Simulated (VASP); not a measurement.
# Na (P6_3/mmc) in VASP: a series of runs

One crystal, Na, is run at these levels: PBE; tasks: single point.

Everything below comes from runs of VASP 6.6.1. Logs are shortened: lines on timing, memory, paths and dates and some standing lists are left out, and cuts for length are marked.

## Step 1: Starting point

Symmetry: P6_3/mmc, No. 194, hexagonal system. The conventional cell has a = 3.767 Å, b = 3.767 Å, c = 6.154 Å, α = 90.00°, β = 90.00°, γ = 120.00°. Na (site symmetry -6m2) is surrounded by 12 Na at 3.77 Å.

This isn't the form of Na at room conditions, which is bcc.

## Step 2: Single point, PBE

The input, INCAR:

```
SYSTEM = Na
PREC     = Accurate       ! precision mode
ENCUT    = 460            ! plane-wave cutoff, eV
EDIFF    = 1E-6           ! SCF threshold, eV
ISMEAR   = -1             ! smearing method
SIGMA    = 0.2            ! smearing width, eV
LREAL    = .FALSE.        ! projectors in reciprocal space
LASPH    = .TRUE.         ! aspherical terms in the spheres
NELM     = 100            ! most SCF steps
ALGO     = Normal         ! electronic algorithm
ISIF     = 2              ! what is computed and relaxed
LWAVE    = .FALSE.        ! write WAVECAR
LCHARG   = .FALSE.        ! write CHGCAR
GGA      = PE             ! functional
NBANDS   = 14             ! bands
ADDGRID  = .FALSE.
```

The input, KPOINTS:

```
regular mesh
0
G
  12 12 7
  0 0 0
```

The input, POSCAR:

```
Na
1.0
    3.7670000000      0.0000000000      0.0000000000
   -1.8835000000      3.2623176961      0.0000000000
    0.0000000000      0.0000000000      6.1540000000
Na
2
Direct
    0.6607270000      0.3253030000      0.7651560000
    0.3322080000      0.6634530000      0.2738460000
```

Potentials or basis: VASP PAW PBE potentials, release 64 (Na_pv).

On the command line:

```
> cat potpaw_PBE.64/Na_pv/POTCAR > POTCAR
> mpirun -np 1 vasp_std > vasp.out
```

OUTCAR:

```text
SYSTEM = Na
   PREC = Accurate
   ENCUT = 460
   EDIFF = 1E-6
   ISMEAR = -1
   LREAL = .FALSE.
   LASPH = .TRUE.
   NELM = 100
   ISIF = 2
   GGA = PE

 Found    506 irreducible k-points:

 Following reciprocal coordinates:
            Coordinates               Weight
  0.000000  0.000000  0.000000      1.000000
  0.083333  0.000000  0.000000      2.000000
  0.000000  0.083333  0.000000      2.000000
 -0.083333  0.083333  0.000000      2.000000
  0.166667 -0.000000  0.000000      2.000000
  0.000000  0.166667  0.000000      2.000000
   k-points           NKPTS =    506   k-points in BZ     NKDIM =    506   number of bands    NBANDS=     14
   number of dos      NEDOS =    301   number of ions     NIONS =      2
   total plane-waves  NPLWV =  37632
   dimension x,y,z NGX =    28 NGY =   28 NGZ =   48
   dimension x,y,z NGXF=    56 NGYF=   56 NGZF=   96
   ions per type =               2
   NGX,Y,Z   is equivalent  to a cutoff of  12.36, 12.36, 12.97 a.u.
   NGXF,Y,Z  is equivalent  to a cutoff of  24.71, 24.71, 25.93 a.u.
 SYSTEM =  Na
   PREC   = accura    normal or accurate (medium, high low for compatibility)
   ISTART =      0    job   : 0-new  1-cont  2-samecut
   ICHARG =      2    charge: 1-file 2-atom 10-const
   ISPIN  =      1    spin polarized calculation?
   LNONCOLLINEAR =      F non collinear calculations
   LSORBIT =      F    spin-orbit coupling
   LASPH  =      T    aspherical Exc in radial PAW
   ENCUT  =  460.0 eV  33.81 Ry    5.81 a.u.   6.59  6.59 10.76*2*pi/ulx,y,z
   NELM   =    100;   NELMIN=  2; NELMDL= -5     # of ELM steps
   EDIFF  = 0.1E-05   stopping-criterion for ELM
   LREAL  =      F    real-space projection
   EDIFFG = 0.1E-04   stopping-criterion for IOM
   NSW    =      0    number of steps for IOM
   IBRION =     -1    ionic relax: 0-MD 1-quasi-New 2-CG
   NFREE  =      0    steps in history (QN), initial steepest desc. (CG)
   ISIF   =      2    stress and relaxation
   ISYM   =      2    0-nonsym 1-usesym 2-fastsym
   POTIM  = 0.5000    time-step for ionic-motion
   TEBEG  =    0.0;   TEEND  =   0.0 temperature during run
   PSTRESS=    0.0 pullay stress
   NELECT =      14.0000    total number of electrons
   NUPDOWN=      -1.0000    fix difference up-down
   EMIN   =  10.00;   EMAX   =-10.00  energy-range for DOS
   EFERMI =   0.00;   METHOD = LEGACY
   ISMEAR =    -1;   SIGMA  =   0.20  broadening in eV -4-tet -1-fermi 0-gaus
   EFERMI_NEDOS =   21; number of points for ismear=-14 and -15
   IALGO  =     38    algorithm
   IMIX   =      4    mixing-type and parameters
     AMIX     =   0.40;   BMIX     =  1.00
     AMIX_MAG =   1.60;   BMIX_MAG =  1.00
  volume/ion in A,a.u.               =      37.81       255.18
  Fermi-wavevector in a.u.,A,eV,Ry     =   0.933020  1.763153 11.844235  0.870527
  Thomas-Fermi vector in A             =   2.059678
   LORBIT       =      0    0 simple, 1 ext, 2 COOP (PROOUT), +10 PAW based schemes
   GGA     = PE    functional components
   LHFCALC =     F    Hartree Fock is set to
   AEXX    =    0.0000 exact exchange contribution
   IVDW    =     0    specifies the selected vdW correction
   LEPSILON=     F    determine dielectric tensor
   LRPA    =     F    only Hartree local field effects (RPA)
 non-spin polarized calculation
  energy-cutoff  :      460.00
  volume of cell :       75.63
 maximum number of plane-waves:      1737
   NGX = 13   NGY = 13   NGZ = 21

 number of electron      13.9999997 magnetization

 Free energy of the ion-electron system (eV)
  ---------------------------------------------------
  ext. energy  EPLUGINS =         0.00000000
  ---------------------------------------------------
  free energy    TOTEN  =        -2.68493058 eV

  energy without entropy =       -2.55915949  energy(sigma->0) =       -2.62204504

 E-fermi :   0.2632     XC(G=0):  -6.4507

 val. band max:        0.2534057548   @ k =  -0.1667   0.0833   0.1429
 cond. band min:       0.3430618244   @ k =   0.0833  -0.3333   0.2857
 fundamental gap:      0.0896560696
 Fermi energy:         0.2631545010

 k-point     1 :       0.0000    0.0000    0.0000
  band No.  band energies     occupation
      1     -24.6733      2.00000
      2     -24.6458      2.00000
      3     -24.6454      2.00000
      4     -24.6410      2.00000
      5     -24.6410      2.00000
      6     -24.6407      2.00000
      7      -2.9666      2.00000
      8       0.8238      0.11430
      9       1.2082      0.01758
     10      10.1391      0.00000
     11      10.1470      0.00000
     12      10.4755      0.00000
     13      10.4893      0.00000
     14      10.6395      0.00000

 k-point     2 :       0.0833    0.0000    0.0000
  band No.  band energies     occupation
      1     -24.6726      2.00000
      2     -24.6470      2.00000
      3     -24.6462      2.00000
      4     -24.6426      2.00000
      5     -24.6413      2.00000
      6     -24.6410      2.00000
      7      -2.8652      2.00000
      8       0.9140      0.07434
      9       1.3072      0.01075
     10       8.4819      0.00000
     11       9.3898      0.00000
     12       9.8151      0.00000
     13      11.3506      0.00000
     14      11.4126      0.00000

 k-point     3 :       0.0000    0.0833    0.0000
  band No.  band energies     occupation
      1     -24.6726      2.00000
      2     -24.6473      2.00000
      3     -24.6459      2.00000
      4     -24.6427      2.00000
      5     -24.6412      2.00000
      6     -24.6410      2.00000
      7      -2.8652      2.00000
      8       0.9140      0.07434
      9       1.3072      0.01076
     10       8.4851      0.00000
     11       9.3899      0.00000
     12       9.8137      0.00000
     13      11.3440      0.00000
     14      11.4156      0.00000

 k-point     4 :      -0.0833    0.0833    0.0000
  band No.  band energies     occupation
      1     -24.6726      2.00000
      2     -24.6472      2.00000
      3     -24.6460      2.00000
      4     -24.6426      2.00000
      5     -24.6412      2.00000
      6     -24.6410      2.00000
      7      -2.8652      2.00000
      8       0.9140      0.07434
      9       1.3072      0.01075
     10       8.4835      0.00000
     11       9.3899      0.00000
     12       9.8143      0.00000
     13      11.3468      0.00000
     14      11.4147      0.00000

 k-point     5 :       0.1667   -0.0000    0.0000
  band No.  band energies     occupation
      1     -24.6705      2.00000
      2     -24.6515      2.00000
      3     -24.6476      2.00000
      4     -24.6471      2.00000
      5     -24.6420      2.00000
      6     -24.6417      2.00000
      7      -2.5621      2.00000
      8       1.1851      0.01971
      9       1.6002      0.00250
     10       6.6236      0.00000
     11       8.6468      0.00000
     12       8.8429      0.00000
     13       9.9835      0.00000
     14      10.9700      0.00000

 k-point     6 :       0.0000    0.1667    0.0000
  band No.  band energies     occupation
      1     -24.6704      2.00000
      2     -24.6518      2.00000
      3     -24.6473      2.00000
      4     -24.6472      2.00000
      5     -24.6420      2.00000
      6     -24.6418      2.00000
      7      -2.5621      2.00000
      8       1.1850      0.01972
      9       1.6000      0.00250
     10       6.6269      0.00000
     11       8.6467      0.00000
     12       8.8462      0.00000
     13       9.9809      0.00000
     14      10.9514      0.00000

 [... further k-points ...]

------------------------ aborting loop because EDIFF is reached ----------------------------------------

  FORCE on cell =-STRESS in cart. coord.  units (eV):
  Direction    XX          YY          ZZ          XY          YZ          ZX
  --------------------------------------------------------------------------------------
  -------------------------------------------------------------------------------------
  Total       -0.0624626     -0.0520475     -0.0605673     -0.0033378      0.0003748      0.0003934
  in kB       -1.3232791     -1.1026333     -1.2831270     -0.0707122      0.0079411      0.0083335
  external PRESSURE =      -1.2363465 kB  Pullay stress =       0.0000000 kB

 VOLUME and BASIS-vectors are now :
 -----------------------------------------------------------------------------
  energy-cutoff  :      460.00
  volume of cell :       75.63
      direct lattice vectors                 reciprocal lattice vectors
     3.767000000  0.000000000  0.000000000     0.265463233  0.153265269  0.000000000
    -1.883500000  3.262317696  0.000000000     0.000000000  0.306530538  0.000000000
     0.000000000  0.000000000  6.154000000     0.000000000  0.000000000  0.162495938

 POSITION                                       TOTAL-FORCE (eV/Angst)
 -----------------------------------------------------------------------------------
      1.87625      1.06124      4.70877         0.000927      0.002271      0.035994
      0.00181      2.16439      1.68525        -0.000927     -0.002271     -0.035994
 -----------------------------------------------------------------------------------
    total drift:                               -0.000048      0.000082     -0.000053

  FREE ENERGIE OF THE ION-ELECTRON SYSTEM (eV)
  ---------------------------------------------------
  free  energy   TOTEN  =        -2.6849305841 eV

  energy  without entropy=       -2.5591594891  energy(sigma->0) =       -2.62204504
```

It took 2.8 min on 1 thread of Intel Xeon Platinum 8488C (Sapphire Rapids), shared host; peak memory 0.43 GiB.

These settings aren't checked as converged: the numbers below hold their error.

Results:

| Quantity | Value |
| --- | --- |
| Free energy | -2.6849 eV |
| Pressure | -0.1 GPa |
| Largest force | 0.036 eV/Å |
| Band gap on the k mesh | none (metal or under the smearing width) |

## Step 3: Single point, PBE

Edit INCAR of step 2 so:

```diff
@@ -2,5 +2,5 @@
 PREC     = Accurate       ! precision mode
-ENCUT    = 460            ! plane-wave cutoff, eV
+ENCUT    = 520            ! plane-wave cutoff, eV
 EDIFF    = 1E-6           ! SCF threshold, eV
-ISMEAR   = -1             ! smearing method
+ISMEAR   = 0              ! smearing method
 SIGMA    = 0.2            ! smearing width, eV
```

KPOINTS is that of step 2.

The input, POSCAR:

```
Na
1.0
    3.7670000000      0.0000000000      0.0000000000
   -1.8835000000      3.2623176961      0.0000000000
    0.0000000000      0.0000000000      6.1540000000
Na
2
Direct
    0.6666666667      0.3333333333      0.7500000000
    0.3333333333      0.6666666667      0.2500000000
```

Potentials or basis: VASP PAW PBE potentials, release 64 (Na_pv).

On the command line:

```
> cat potpaw_PBE.64/Na_pv/POTCAR > POTCAR
> mpirun -np 1 vasp_std > vasp.out
```

Run time: 28 s. Hardware: 1 thread of Intel Xeon Platinum 8488C (Sapphire Rapids), shared host; peak memory 0.2 GiB.

The run converged, but some of its settings lie outside the range that counts as converged, so its numbers aren't taken as properties of the crystal.

What came out:

```
Free energy            : -2.6324 eV
Pressure               : -0.1 GPa
Band gap on the k mesh : none (metal or under the smearing width)
```

## Step 4: Single point, PBE

INCAR is that of step 3.

KPOINTS is that of step 3.

The input, POSCAR:

```
Na
1.0
    3.7670000000      0.0000000000      0.0000000000
   -1.8835000000      3.2623176961      0.0000000000
    0.0000000000      0.0000000000      6.1540000000
Na
2
Direct
    0.6607270000      0.3253030000      0.7651560000
    0.3322080000      0.6634530000      0.2738460000
```

On the command line:

```
> cat potpaw_PBE.64/Na_pv/POTCAR > POTCAR
> mpirun -np 1 vasp_std > vasp.out
```

Wall time 2.9 min (1 thread of Intel Xeon Platinum 8488C (Sapphire Rapids), shared host); peak memory 0.48 GiB.

The run converged, but some of its settings lie outside the range that counts as converged, so its numbers aren't taken as properties of the crystal.

What came out:

- Free energy: -2.6313 eV
- Pressure: -0.1 GPa
- Largest force: 0.036 eV/Å
- Band gap on the k mesh: none (metal or under the smearing width)

## Step 5: Single point, PBE

Edit INCAR of step 4 so:

```diff
@@ -1,3 +1,3 @@
 SYSTEM = Na
-PREC     = Accurate       ! precision mode
+PREC     = Low            ! precision mode
 ENCUT    = 520            ! plane-wave cutoff, eV
```

KPOINTS is that of step 4.

The input, POSCAR:

```
Na
1.0
    3.7670000000      0.0000000000      0.0000000000
   -1.8835000000      3.2623176961      0.0000000000
    0.0000000000      0.0000000000      6.1540000000
Na
2
Direct
    0.6666666667      0.3333333333      0.7500000000
    0.3333333333      0.6666666667      0.2500000000
```

On the command line:

```
> cat potpaw_PBE.64/Na_pv/POTCAR > POTCAR
> mpirun -np 1 vasp_std > vasp.out
```

Wall time 14 s (1 thread of Intel Xeon Platinum 8488C (Sapphire Rapids), shared host); peak memory 0.15 GiB.

The run converged, but some of its settings lie outside the range that counts as converged, so its numbers aren't taken as properties of the crystal.

What came out:

```yaml
Free_energy: -2.6343 eV
Pressure: -0.1 GPa
Band_gap_on_the_k_mesh: none (metal or under the smearing width)
```
